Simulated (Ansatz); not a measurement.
Ansatz input

```yaml
crystal:
  lattice:
    - [-4.2968438588, 4.3057707988, 1.8498930088]
    - [4.3057707988, -4.2968438588, 1.8498930088]
    - [2.4014811926, 2.4014811926, -1.833543302]
  atoms:
    - { symbol: La, position: [0.9995412579, 0.0004587421, 1.0] }
    - { symbol: La, position: [0.7504587421, 0.2495412579, 0.5] }
hamiltonian:
  xc: r2scan
  pseudopotentials:
    kind: paw
    azcp:
      La: "pseudopotentials/La.paw.azcp"
basis:
  ecutwfc: 500
  fft_grid_basis: typed
kpoints:
  mp_grid: { grid: [11, 11, 11], shift: [0, 0, 0] }
magnetization:
  spin_polarized: false
scf:
  occupations: { method: fermi_dirac, width: 0.1 }
  lower_state_search: "off"
output:
  stress: true
```

and its output:

```
Engine: ansatz 0.2.0, x86_64-unknown-linux-gnu
Pseudopotentials: kind: paw
Pseudopotential: La, paw, valence charge 11, recommended cutoff 500 eV (meta_gga) 
Functional definition: r2SCAN
  parameter k0 = 0.174
  parameter k1 = 0.065
  parameter a1 = 4.9479
  exchange = r2scan_x(k0 = k0, k1 = k1, a1 = a1)
  correlation = r2scan_c
Crystal: 2 atoms, lattice volume = 76.575 Å³
Basis set: ecut = 500 eV, 1931 PW (Γ), exchange–correlation on 192×192×120 points (64 copies of the dense FFT grid, shifted against one another)
Bands: 15, of which v1, the nominal top of the filled ones, is band 11 counted from 1 (10 counted from 0)
Symmetry: 4 space group operations
Space group: C2/c (ITA 15), of the structure as read, at distance tolerance 4.2e-5 Å
k-points: 366 of 1331
Non-local potential: La, projectors of the file, l = 0: 3, l = 1: 2, l = 2: 2, l = 3: 3
PAW form: soft (Blöchl's): semilocal exchange-correlation on the pseudo side does not see the compensation charge
PAW frozen core: La, regenerated for the run's functional (the file was generated under x = pbe(κ = 0.804, μ = 0.2195149727645171), c = pbe(β = 0.06672455060314922))
PAW one-centre angular grid: La, 974 points (default); XC on 160 Gauss nodes
Initial density: superposition of atomic densities (neutral atoms: chi_scale 0, normalization atom), corrected by the library's trained network
Initial wavefunctions: pseudopotential atomic-orbital guess
Functional: x = r2scan, c = r2scan; τ floored in thin density (d = 2e-4 eV/Å³)
SCF iter   1: F=-12529.278686 eV  HF=-12529.212941 eV  |F-HF|=6.57e-2  |Δ(HF+E_count)|=         —  Δρ=8.90e-3  dr2=6.13e-2  dr2_τ=4.64e-3  ethr=1.77e-3  ⟨swp⟩=6.3  Hψ=32799  notcnv=0
SCF iter   2: F=-12529.305490 eV  HF=-12529.314423 eV  |F-HF|=8.93e-3  |Δ(HF+E_count)|=   1.01e-1  Δρ=4.60e-3  dr2=1.69e-2  dr2_τ=7.71e-4  ethr=2.79e-4  ⟨swp⟩=3.0  Hψ=15447  notcnv=0
SCF iter   3: F=-12529.311279 eV  HF=-12529.310785 eV  |F-HF|=4.94e-4  |Δ(HF+E_count)|=   3.64e-3  Δρ=7.14e-4  dr2=4.90e-4  dr2_τ=3.13e-5  ethr=7.68e-5  ⟨swp⟩=3.6  Hψ=13115  notcnv=0  defer=2
SCF iter   4: F=-12529.311388 eV  HF=-12529.311366 eV  |F-HF|=2.23e-5  |Δ(HF+E_count)|=   5.81e-4  Δρ=3.50e-4  dr2=1.33e-4  dr2_τ=8.20e-7  ethr=2.23e-6  ⟨swp⟩=2.1  Hψ=11344  notcnv=0
SCF iter   5: F=-12529.311404 eV  HF=-12529.311396 eV  |F-HF|=8.24e-6  |Δ(HF+E_count)|=   3.02e-5  Δρ=1.49e-4  dr2=2.31e-5  dr2_τ=1.44e-7  ethr=6.06e-7  ⟨swp⟩=2.7  Hψ=10807  notcnv=0
SCF iter   6: F=-12529.311371 eV  HF=-12529.311371 eV  |F-HF|=6.12e-7  |Δ(HF+E_count)|=   2.53e-5  Δρ=4.49e-5  dr2=2.07e-6  dr2_τ=1.53e-8  ethr=1.05e-7  ⟨swp⟩=2.7  Hψ=9661  notcnv=0
SCF iter   7: F=-12529.311372 eV  HF=-12529.311372 eV  |F-HF|=3.35e-8  |Δ(HF+E_count)|=   8.28e-7  Δρ=7.86e-6  dr2=6.27e-8  dr2_τ=6.63e-10  ethr=4.55e-10  ⟨swp⟩=3.9  Hψ=27100  notcnv=0
SCF 1 converged in 7 iterations: F = -12529.311372 eV  dr2 = 6.27e-8
SCF converged after 7 iterations
Free energy (F): -12529.311372 eV
Harris-Foulkes:  -12529.311372 eV  (|F-HF|=3.35e-8)
Internal energy: -12529.196067 eV  (E = F + TS)
E sigma→0 (E₀):  -12529.253719 eV
Entropy (-TS):   -0.115305 eV (-57.652 meV/atom)
Fermi energy:    10.720133 eV
--- Per-component energies (eV) ---
  E_band       = -112.333778
  E_kinetic    = 384.446745
  E_local      = -687.216816  (includes V_loc(G=0)·N_el)
  E_nonlocal   = 185.644900
  E_hartree    = 215.759382
  E_xc         = -263.288754
  E_vxc        = -319.845165  (∫ρ·V_xc dr)
  E_paw        = -10873.615897  (= ΣΔE_a)
  E_vpaw       = -123.533388  (= ΣTr[D̂ρ^β])
  E_aug_tail   = 0.000000  (compensation charges beyond the density's cutoff)
  E_vtau       = 16.652550  (kinetic-family band-sum trace: ∫τ·v_τ [+ j·A + Jᵃ·Aᵃ] dr)
  E_ewald      = -1491.062652
  E_core_change = 0.137025  (= ΣΔE_core)
  E_smearing   = -0.115305  (= −TS)
  E_closure    = 0.000000  (closes the sum)
  Σ components = -12529.311372   (vs F -12529.311372, Δ=0.00e0)
--- Stress (GPa, compression-positive) ---
       -0.776048       0.043159      -0.072065
        0.043159      -0.776048      -0.072065
       -0.072065      -0.072065      -1.020789
  P = ⅓ Tr σ = -0.8576 GPa (-8.576 kbar)
```

Command:

```sh
ansatz run input.yaml --threads 1 --pin off --max-ram 3584MiB --backend cpu --events-out ev --progress --plain --runs-dir out
```

On 1 thread of Intel(R) Xeon(R) Platinum 8259CL CPU @ 2.50GHz (Skylake/Cascade Lake) (shared host) this took about 110 s of wall time and 100 s of CPU time.
